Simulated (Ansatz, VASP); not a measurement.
# Sn32Te3Se29 (SnSe0.9Te0.1, orthorhombic SnSe-type solid solution): VASP beside Ansatz, part 2 of 3

One calculation is typed for both programs; each brings its own data sets. How far apart do they land? The cell is invented: As first built, before any earlier steps moved the atoms (in the runner's words): 1x4x2 conventional cells of the SnSe type (64 atoms: 29 Se, 32 Sn, 3 Te); Se/Te share their sites, the best of 600 random draws by like-pair counts in two shells; start lattice of SnSe; atoms moved at random by 0.02 A. It may not be a known or stable phase. Of the first pair: The structure shown is the start of the Ansatz relaxation below; VASP solves that cell, so the two are compared at the walk's first step.

VASP 6.6.1 and Ansatz 0.2.0.

So far: Set-up; Ansatz: relaxation, PBE.

## (3) VASP: single point, PBE, start cell, pair 1

Level of this step: PBE; plane waves and PAW (Se, Sn_d, Te); invented cell (VASP).

The same cell, functional, mesh and smearing now go to VASP, with its own data sets.

Lines of VASP's logs that name or quote its potential files are left out, and so is its time.

INCAR reads:

```
SYSTEM = Sn32Te3Se29
PREC = Accurate
ENCUT = 400
EDIFF = 1E-06
NELM = 120
ISMEAR = -1
SIGMA = 0.01
LREAL = Auto
ALGO = Normal
GGA = PE
NBANDS = 376
LORBIT = 11
LWAVE = .FALSE.
LCHARG = .FALSE.
ISIF = 2
ISYM = 0
LASPH = .TRUE.
GGA_COMPAT = .FALSE.
EFERMI = MIDGAP
KPAR = 2
```

POSCAR reads:

```
Sn32Te3Se29
1.0
   11.3700000000      0.0000000000      0.0000000000
    0.0000000000     16.7440000000      0.0000000000
    0.0000000000      0.0000000000      8.8780000000
Se Sn Te
29 32 3
Direct
    0.8558575198      0.0605112279      0.2430389727
    0.6441600704      0.1873626374      0.4883644965
    0.3553913808      0.0623088868      0.0084591124
    0.8571591909      0.0641782131      0.7416873170
    0.6440985048      0.1888318204      0.9896260419
    0.3553386104      0.0627627807      0.5091349403
    0.1432629727      0.1871774964      0.7582451002
    0.8550131926      0.3108277592      0.2413944582
    0.6408883026      0.4370222169      0.4948299166
    0.3564291996      0.3126373626      0.0058346474
    0.1491204925      0.4382704252      0.2559247578
    0.8521899736      0.3133779264      0.7382405947
    0.3550659631      0.3125000000      0.5103514305
    0.1450307828      0.4387900143      0.7566343771
    0.8568689534      0.5635093168      0.2416422618
    0.6443799472      0.6905996178      0.4915183600
    0.3574670185      0.5629001433      0.0062739356
    0.1416358839      0.6868908266      0.2583014192
    0.8583641161      0.5615324892      0.7417999549
    0.3526737027      0.5638616818      0.5136404596
    0.1422779244      0.6843705208      0.7590448299
    0.8551187335      0.8127388915      0.2412255012
    0.6440809147      0.9381270903      0.4910678081
    0.3581618294      0.8108695652      0.0117030863
    0.1449340369      0.9370580506      0.2540549673
    0.8576693052      0.8112398471      0.7409439063
    0.6446437995      0.9375179169      0.9912592926
    0.3559894459      0.8122790253      0.5085604866
    0.1441688654      0.9363413760      0.7559585492
    0.1172559367      0.0606605351      0.0488848840
    0.3816974494      0.1881688963      0.3031088083
    0.6177836412      0.0632584806      0.1992453255
    0.8800879507      0.1861502628      0.4508560487
    0.1195602463      0.0616817965      0.5474205902
    0.3819788918      0.1863174869      0.8015093490
    0.6176165347      0.0640289059      0.7036945258
    0.8798416887      0.1897814142      0.9506645641
    0.1187510994      0.3134794553      0.0496958774
    0.3837027265      0.4382286192      0.3011376436
    0.6187510994      0.3115086001      0.2011151160
    0.8795690413      0.4367415194      0.4525794098
    0.1215127529      0.3136227903      0.5512277540
    0.3810026385      0.4388079312      0.8033115567
    0.6199384345      0.3121476350      0.7014417662
    0.8845822339      0.4373506928      0.9459788241
    0.1180211082      0.5623805542      0.0507321469
    0.3836675462      0.6882107023      0.2995719757
    0.6161917326      0.5652771142      0.1923856724
    0.8793315743      0.6883420927      0.4501464294
    0.1176693052      0.5622073579      0.5516445145
    0.3811961302      0.6891304348      0.8004280243
    0.6176165347      0.5634913999      0.7009348952
    0.8815215479      0.6864190158      0.9498310430
    0.1158399296      0.8103917821      0.0518923181
    0.3811961302      0.9364190158      0.2978486146
    0.6207827617      0.8121177735      0.2018697905
    0.8827264732      0.9397515528      0.4481752647
    0.1192436236      0.8133301481      0.5518472629
    0.3817326297      0.9369386049      0.8007546745
    0.6176956904      0.8120580506      0.6992678531
    0.8827616535      0.9372013856      0.9508673125
    0.1439138083      0.1900919732      0.2621649020
    0.6432805629      0.4371118012      0.9892318090
    0.6458575198      0.6875418060      0.9898175265
```

KPOINTS reads:

```
Points of the shifted mesh
4
Reciprocal
 0.2500000000  0.0000000000  0.2500000000 1
 0.2500000000  0.0000000000  0.7500000000 1
 0.7500000000  0.0000000000  0.2500000000 1
 0.7500000000  0.0000000000  0.7500000000 1
```

PAW data sets: Se, Sn_d and Te (PBE family, release 64).

Started as:

```
$ mpirun -np 8 vasp_std
```

Numbers of over 12 decimals in the logs are rounded to 6 here.

The log of the run:

```text
[banner, memory and clock lines left out]
running    8 mpi-ranks, on    1 nodes
[...]
|                                                                             |
|           W    W    AA    RRRRR   N    N  II  N    N   GGGG   !!!           |
|           W    W   A  A   R    R  NN   N  II  NN   N  G    G  !!!           |
|           W    W  A    A  R    R  N N  N  II  N N  N  G       !!!           |
|           W WW W  AAAAAA  RRRRR   N  N N  II  N  N N  G  GGG   !            |
|           WW  WW  A    A  R   R   N   NN  II  N   NN  G    G                |
|           W    W  A    A  R    R  N    N  II  N    N   GGGG   !!!           |
|                                                                             |
|     For optimal performance we recommend to set                             |
|       NCORE = 2 up to number-of-cores-per-socket                            |
|     NCORE specifies how many cores store one orbital (NPAR=cpu/NCORE).      |
|     This setting can greatly improve the performance of VASP for DFT.       |
|     The default, NCORE=1 might be grossly inefficient on modern             |
|     multi-core architectures or massively parallel machines. Do your        |
|     Unfortunately you need to use the default for GW and RPA                |
|     calculations (for HF NCORE is supported but not extensively tested      |
|     yet).                                                                   |
|                                                                             |

 LDA part: xc-table for (Slater+PW92), standard interpolation
 POSCAR, INCAR and KPOINTS ok, starting setup
[...]
entering main loop
       N       E                     dE             d eps       ncg     rms          rms(c)
DAV:   1     0.842353080259E+04    0.84235E+04   -0.22620E+05  3008   0.189E+03
DAV:   2     0.155047775942E+04   -0.68731E+04   -0.67413E+04  3008   0.566E+02
DAV:   3    -0.532225639779E+02   -0.16037E+04   -0.15147E+04  3344   0.229E+02
DAV:   4    -0.253655198047E+03   -0.20043E+03   -0.19305E+03  3576   0.749E+01
[...]
DAV:  13    -0.258584217687E+03   -0.13994E-04   -0.12199E-04  3368   0.417E-02    0.244E-02
DAV:  14    -0.258584218819E+03   -0.11321E-05   -0.29377E-05  3648   0.155E-02    0.133E-02
DAV:  15    -0.258584218116E+03    0.70274E-06   -0.57907E-06  3120   0.796E-03
   1 F= -.25858422E+03 E0= -.25858422E+03  d E =-.198721E-20
```

From OUTCAR (step 3):

```text
  Total       52.0852039     34.0738264     34.0542613      0.0197020     -0.6793391     -0.6845818
  in kB       49.3730698     32.2995646     32.2810183      0.0186761     -0.6439651     -0.6489348
  external PRESSURE =      37.9845509 kB  Pullay stress =       0.0000000 kB

 POSITION                                       TOTAL-FORCE (eV/Angst)
 -----------------------------------------------------------------------------------
      9.73110      1.01320      2.15770         0.181196      0.191395     -0.218727
      7.32410      3.13720      4.33570        -0.278722     -0.073818      0.136847
      4.04080      1.04330      0.07510         0.182268     -0.065829      0.023515
      9.74590      1.07460      6.58470         0.074258     -0.085385      0.088491
      7.32340      3.16180      8.78590        -0.284000     -0.097169      0.052266
      4.04020      1.05090      4.52010         0.318945     -0.111079     -0.007892
      1.62890      3.13410      6.73170        -0.150633     -0.017260     -0.038594
      9.72150      5.20450      2.14310         0.289316      0.112236      0.053295
      7.28690      7.31750      4.39310        -0.082349      0.057307     -0.037757
      4.05260      5.23480      0.05180         0.175507     -0.025835      0.100617
      1.69550      7.33840      2.27210        -0.410951     -0.077962      0.098944
      9.68940      5.24720      6.55410         0.598604     -0.082830      0.047605
      4.03710      5.23250      4.53090         0.424939      0.057546     -0.015963
      1.64900      7.34710      6.71740        -0.258288     -0.057553      0.151842
[...]
-----------------------------------------------------------------------------------
    total drift:                                0.021207     -0.016990     -0.001422

  FREE ENERGIE OF THE ION-ELECTRON SYSTEM (eV)
  ---------------------------------------------------
  free  energy   TOTEN  =      -258.5842181160 eV

  energy  without entropy=     -258.5842181160  energy(sigma->0) =     -258.58421812

[... 2 further parts left out ...]
```

The run ends at a pressure of 3.80 GPa, with forces up to 1.7 eV/Å.

## (4) Comparison

Known differences besides the potentials themselves: the data sets hold 960 valence electrons in Ansatz (on its default PAW (the set named soft_2) files) and 640 in VASP; the cutoff is 420 eV in Ansatz and 400 eV in VASP (PREC = Accurate, projectors in real space). Total energies have different zeros and are not compared.

Forces on 7 of the 64 atoms, those with the largest forces and the largest differences (eV/Å; atoms numbered as in POSCAR):

```tsv
atom	Ansatz x, y, z	VASP x, y, z
Sn31	1.426, -0.001, 0.106	1.450, -0.001, 0.096
Sn45	1.149, -0.023, 0.001	1.170, -0.024, 0.011
Sn48	-0.285, -0.413, 1.540	-0.300, -0.415, 1.558
Sn53	1.707, 0.042, -0.171	1.731, 0.043, -0.163
Sn56	-0.440, 0.785, 0.580	-0.460, 0.789, 0.592
Te62	-1.192, -0.355, 0.459	-1.209, -0.353, 0.465
Te64	-1.304, 0.338, -1.003	-1.313, 0.338, -1.016
```

The forces differ by 9.8 meV/Å r.m.s., which is 2.8 % of the r.m.s. force of 0.349 eV/Å (both taken over all components).

## (5) Ansatz: relaxation, PBE

This run makes the geometry at which the two programs are then compared. The cell compared in this pair holds 1844.31 Å³, against 1690.19 Å³ for the pair before.

The structure compared here is the end of the Ansatz relaxation.

input.yaml reads:

```yaml
crystal:
  lattice:
    - [11.37, 0.0, 0.0]
    - [0.0, 16.744, 0.0]
    - [0.0, 0.0, 8.878]
  atoms:
    - { symbol: Se, position: [0.85586, 0.06051, 0.24304] }
    - { symbol: Se, position: [0.64416, 0.18736, 0.48836] }
    - { symbol: Se, position: [0.35539, 0.06231, 0.00846] }
    - { symbol: Se, position: [0.85716, 0.06418, 0.74169] }
    - { symbol: Se, position: [0.6441, 0.18883, 0.98963] }
    - { symbol: Se, position: [0.35534, 0.06276, 0.50914] }
    - { symbol: Se, position: [0.14326, 0.18718, 0.75825] }
    - { symbol: Se, position: [0.85501, 0.31083, 0.24139] }
    - { symbol: Se, position: [0.64089, 0.43702, 0.49483] }
    - { symbol: Se, position: [0.35643, 0.31264, 0.00584] }
    - { symbol: Se, position: [0.14912, 0.43827, 0.25592] }
    - { symbol: Se, position: [0.85219, 0.31338, 0.73824] }
    - { symbol: Se, position: [0.35507, 0.3125, 0.51035] }
    - { symbol: Se, position: [0.14503, 0.43879, 0.75663] }
    - { symbol: Se, position: [0.85687, 0.56351, 0.24164] }
    - { symbol: Se, position: [0.64438, 0.6906, 0.49152] }
    - { symbol: Se, position: [0.35747, 0.5629, 0.00627] }
    - { symbol: Se, position: [0.14164, 0.68689, 0.2583] }
    - { symbol: Se, position: [0.85836, 0.56153, 0.7418] }
    - { symbol: Se, position: [0.35267, 0.56386, 0.51364] }
    - { symbol: Se, position: [0.14228, 0.68437, 0.75904] }
    - { symbol: Se, position: [0.85512, 0.81274, 0.24122] }
    - { symbol: Se, position: [0.64408, 0.93813, 0.49107] }
    - { symbol: Se, position: [0.35816, 0.81087, 0.0117] }
    - { symbol: Se, position: [0.14493, 0.93706, 0.25406] }
    - { symbol: Se, position: [0.85767, 0.81124, 0.74094] }
    - { symbol: Se, position: [0.64464, 0.93752, 0.99126] }
    - { symbol: Se, position: [0.35599, 0.81228, 0.50856] }
    - { symbol: Se, position: [0.14417, 0.93634, 0.75596] }
    - { symbol: Sn, position: [0.11726, 0.06066, 0.04888] }
    - { symbol: Sn, position: [0.3817, 0.18817, 0.30311] }
    - { symbol: Sn, position: [0.61778, 0.06326, 0.19925] }
    - { symbol: Sn, position: [0.88009, 0.18615, 0.45086] }
    - { symbol: Sn, position: [0.11956, 0.06168, 0.54742] }
    - { symbol: Sn, position: [0.38198, 0.18632, 0.80151] }
    - { symbol: Sn, position: [0.61762, 0.06403, 0.70369] }
    - { symbol: Sn, position: [0.87984, 0.18978, 0.95067] }
    - { symbol: Sn, position: [0.11875, 0.31348, 0.0497] }
    - { symbol: Sn, position: [0.3837, 0.43823, 0.30114] }
    - { symbol: Sn, position: [0.61875, 0.31151, 0.20111] }
    - { symbol: Sn, position: [0.87957, 0.43674, 0.45258] }
    - { symbol: Sn, position: [0.12151, 0.31362, 0.55123] }
    - { symbol: Sn, position: [0.381, 0.43881, 0.80331] }
    - { symbol: Sn, position: [0.61994, 0.31215, 0.70144] }
    - { symbol: Sn, position: [0.88458, 0.43735, 0.94598] }
    - { symbol: Sn, position: [0.11802, 0.56238, 0.05073] }
    - { symbol: Sn, position: [0.38367, 0.68821, 0.29957] }
    - { symbol: Sn, position: [0.61619, 0.56528, 0.19239] }
    - { symbol: Sn, position: [0.87933, 0.68834, 0.45015] }
    - { symbol: Sn, position: [0.11767, 0.56221, 0.55164] }
    - { symbol: Sn, position: [0.3812, 0.68913, 0.80043] }
    - { symbol: Sn, position: [0.61762, 0.56349, 0.70094] }
    - { symbol: Sn, position: [0.88152, 0.68642, 0.94983] }
    - { symbol: Sn, position: [0.11584, 0.81039, 0.05189] }
    - { symbol: Sn, position: [0.3812, 0.93642, 0.29785] }
    - { symbol: Sn, position: [0.62078, 0.81212, 0.20187] }
    - { symbol: Sn, position: [0.88273, 0.93975, 0.44817] }
    - { symbol: Sn, position: [0.11924, 0.81333, 0.55185] }
    - { symbol: Sn, position: [0.38173, 0.93694, 0.80076] }
    - { symbol: Sn, position: [0.6177, 0.81206, 0.69927] }
    - { symbol: Sn, position: [0.88276, 0.9372, 0.95087] }
    - { symbol: Te, position: [0.14391, 0.19009, 0.26216] }
    - { symbol: Te, position: [0.64328, 0.43711, 0.98923] }
    - { symbol: Te, position: [0.64586, 0.68754, 0.98982] }
kpoints:
  mp_grid: { grid: [2, 1, 2], shift: [0.5, 0.0, 0.5] }
hamiltonian:
  xc: pbe
scf:
  occupations: { method: fermi_dirac, width: 0.01 }
output:
  forces: true
  stress: true
relax:
  f_tol: 0.02
  max_steps: 45
  cell: { stress_tol: 0.1 }
```

Started as:

```
$ ansatz run input.yaml --threads 8 --pin off --max-ram 15360MiB --backend cpu --events-out ev --progress --plain --runs-dir out
```

The log of the run:

```text
[...]
Crystal: 64 atoms, lattice volume = 1690.187 Å³
Basis set: ecut = 420 eV, 32931 PW (Γ), exchange–correlation on 160×240×120 points (8 copies of the dense FFT grid, shifted against one another)
Bands: 576, of which v1, the nominal top of the filled ones, is band 480 counted from 1 (479 counted from 0)
Symmetry: 1 space group operations
[...]
k-points: 2 of 4 (time reversal used)
[...]
- { symbol: Sn, position: [0.377565, 0.187618, 0.812292] }
    - { symbol: Sn, position: [0.621707, 0.061958, 0.690471] }
    - { symbol: Sn, position: [0.879601, 0.187333, 0.940524] }
[...]
- { symbol: Sn, position: [0.120891, 0.812629, 0.560088] }
    - { symbol: Sn, position: [0.380558, 0.936609, 0.812549] }
    - { symbol: Sn, position: [0.622709, 0.814533, 0.687077] }
    - { symbol: Sn, position: [0.879010, 0.937787, 0.939450] }
    - { symbol: Te, position: [0.139390, 0.187058, 0.265032] }
    - { symbol: Te, position: [0.638545, 0.437309, 0.985369] }
    - { symbol: Te, position: [0.639815, 0.688560, 0.985310] }
[key lines of the parts left out:]
P = ⅓ Tr σ = -0.0002 GPa (-0.002 kbar)
```

(Continued in part 3 of 3.)

[Lines on the potential files, build, host, timing and source positions are cut from VASP's logs without a mark.]

[Logs are printed without paths, hosts, clocks, repeated set-up lines and the standing remarks that a program may print on its own settings, such as how far it seeks lower states.]

[Hosts, paths, dates, database ids (printed as entryN), source tags and the programs' standing remarks are cut or masked in the printed files.]
